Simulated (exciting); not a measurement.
The K L₂,₃ edge of atom 2 in KBr, space group Fm-3m, with 6 Br at 3.30 Å (octahedral, site symmetry m-3m), was computed at 4 levels: exchange and screened direct term (singlet BSE), exchange term alone (RPA), independent particles and screened direct term alone. Common settings: exciting, all-electron LAPW+lo, LDA, spinor conduction states, 2×2×2 shifted k points, 34 conduction spinor bands, |G+q| up to 4.5 bohr⁻¹ (4.4 in the exchange term), full RPA screening with nempty = 57, Lorentzian half width 0.25 eV.

Energy from the Kohn–Sham onset, core level to the lowest empty state found on the meshes used; all runs on one relative scale:

| E (eV) | run 1 | run 2 | run 3 | run 4 |
| --- | --- | --- | --- | --- |
| -4.50 | 0.00 | 0.01 | 0.02 | 0.00 |
| -4.25 | 0.00 | 0.01 | 0.02 | 0.00 |
| -4.00 | 0.00 | 0.01 | 0.03 | 0.00 |
| -3.75 | 0.00 | 0.02 | 0.04 | 0.00 |
| -3.50 | 0.00 | 0.02 | 0.05 | 0.00 |
| -3.25 | 0.00 | 0.03 | 0.07 | 0.00 |
| -3.00 | 0.00 | 0.03 | 0.11 | 0.00 |
| -2.75 | 0.00 | 0.05 | 0.19 | 0.00 |
| -2.50 | 0.00 | 0.07 | 0.40 | 0.00 |
| -2.25 | 0.00 | 0.13 | 0.96 | 0.00 |
| -2.00 | 0.00 | 0.24 | 1.22 | 0.00 |
| -1.75 | 0.00 | 0.37 | 0.94 | 0.00 |
| -1.50 | 0.00 | 0.50 | 0.78 | 0.00 |
| -1.25 | 0.00 | 0.93 | 0.41 | 0.00 |
| -1.00 | 0.00 | 0.83 | 0.21 | 0.00 |
| -0.75 | 0.00 | 0.36 | 0.13 | 0.00 |
| -0.50 | 0.00 | 0.18 | 0.10 | 0.00 |
| -0.25 | 0.00 | 0.12 | 0.09 | 0.00 |
| 0.00 | 0.00 | 0.11 | 0.10 | 0.00 |
| 0.25 | 0.00 | 0.10 | 0.12 | 0.00 |
| 0.50 | 0.01 | 0.13 | 0.20 | 0.00 |
| 0.75 | 0.01 | 0.21 | 0.43 | 0.01 |
| 1.00 | 0.01 | 0.39 | 0.51 | 0.01 |
| 1.25 | 0.01 | 0.46 | 0.44 | 0.01 |
| 1.50 | 0.01 | 0.69 | 0.37 | 0.01 |
| 1.75 | 0.02 | 0.68 | 0.21 | 0.01 |
| 2.00 | 0.03 | 0.42 | 0.13 | 0.02 |
| 2.25 | 0.04 | 0.24 | 0.09 | 0.03 |
| 2.50 | 0.04 | 0.14 | 0.06 | 0.03 |
| 2.75 | 0.04 | 0.12 | 0.06 | 0.03 |
| 3.00 | 0.05 | 0.10 | 0.06 | 0.03 |
| 3.25 | 0.05 | 0.09 | 0.06 | 0.03 |
| 3.50 | 0.06 | 0.09 | 0.06 | 0.03 |
| 3.75 | 0.06 | 0.09 | 0.06 | 0.04 |
| 4.00 | 0.09 | 0.11 | 0.07 | 0.05 |
| 4.25 | 0.10 | 0.10 | 0.07 | 0.06 |
| 4.50 | 0.14 | 0.10 | 0.07 | 0.07 |
| 4.75 | 0.18 | 0.12 | 0.08 | 0.09 |
| 5.00 | 0.24 | 0.11 | 0.08 | 0.12 |
| 5.25 | 0.25 | 0.10 | 0.07 | 0.14 |
| 5.50 | 0.25 | 0.08 | 0.06 | 0.15 |
| 5.75 | 0.25 | 0.07 | 0.05 | 0.16 |
| 6.00 | 0.21 | 0.06 | 0.04 | 0.14 |
| 6.25 | 0.22 | 0.06 | 0.04 | 0.14 |
| 6.50 | 0.22 | 0.05 | 0.04 | 0.13 |
| 6.75 | 0.29 | 0.05 | 0.04 | 0.16 |
| 7.00 | 0.31 | 0.05 | 0.04 | 0.21 |
| 7.25 | 0.26 | 0.05 | 0.04 | 0.19 |
| 7.50 | 0.28 | 0.07 | 0.06 | 0.19 |
| 7.75 | 0.32 | 0.09 | 0.07 | 0.23 |
| 8.00 | 0.32 | 0.10 | 0.08 | 0.27 |
| 8.25 | 0.27 | 0.08 | 0.06 | 0.27 |
| 8.50 | 0.22 | 0.06 | 0.05 | 0.23 |
| 8.75 | 0.17 | 0.05 | 0.04 | 0.19 |
| 9.00 | 0.17 | 0.05 | 0.04 | 0.15 |
| 9.25 | 0.18 | 0.05 | 0.04 | 0.15 |
| 9.50 | 0.21 | 0.04 | 0.04 | 0.16 |
| 9.75 | 0.30 | 0.05 | 0.04 | 0.21 |
| 10.00 | 0.34 | 0.06 | 0.05 | 0.29 |
| 10.25 | 0.28 | 0.07 | 0.06 | 0.33 |
| 10.50 | 0.22 | 0.10 | 0.08 | 0.29 |
| 10.75 | 0.21 | 0.12 | 0.10 | 0.27 |
| 11.00 | 0.17 | 0.11 | 0.08 | 0.25 |
| 11.25 | 0.13 | 0.08 | 0.06 | 0.19 |
| 11.50 | 0.10 | 0.08 | 0.06 | 0.13 |
| 11.75 | 0.10 | 0.07 | 0.05 | 0.11 |
| 12.00 | 0.11 | 0.06 | 0.04 | 0.12 |
| 12.25 | 0.12 | 0.05 | 0.03 | 0.12 |
| 12.50 | 0.15 | 0.04 | 0.03 | 0.13 |
| 12.75 | 0.21 | 0.04 | 0.03 | 0.18 |
| 13.00 | 0.24 | 0.05 | 0.04 | 0.22 |
| 13.25 | 0.25 | 0.06 | 0.05 | 0.24 |
| 13.50 | 0.28 | 0.06 | 0.05 | 0.29 |
| 13.75 | 0.26 | 0.06 | 0.05 | 0.37 |
| 14.00 | 0.19 | 0.05 | 0.04 | 0.33 |
| 14.25 | 0.14 | 0.04 | 0.03 | 0.25 |
| 14.50 | 0.13 | 0.04 | 0.03 | 0.21 |

Question: Which run is which, and why?

Run 1: independent particles; highest local maximum in the window at 10.0 eV. Run 2: exchange and screened direct term (singlet BSE); highest local maximum in the window at -1.1 eV. Run 3: screened direct term alone; highest local maximum in the window at -2.1 eV. Run 4: exchange term alone (RPA); highest local maximum in the window at 13.8 eV. The attractive direct term pulls weight down: the curves pass 0.16 at 4.7, -2.1, -2.8 and 5.6 eV in the order of the runs. Exchange is repulsive: the centre of weight of the curve lies at 2.4 eV with it and at 1.1 eV without it. In the runs without the direct term the fine structure is partly noise of the 8-point mesh. Exchange alone moves the bare spectrum by 32 % r.m.s., towards higher energy.

[Hosts, paths, dates, database ids (printed as entryN), source tags and the programs' standing remarks are cut or masked in the printed files.]
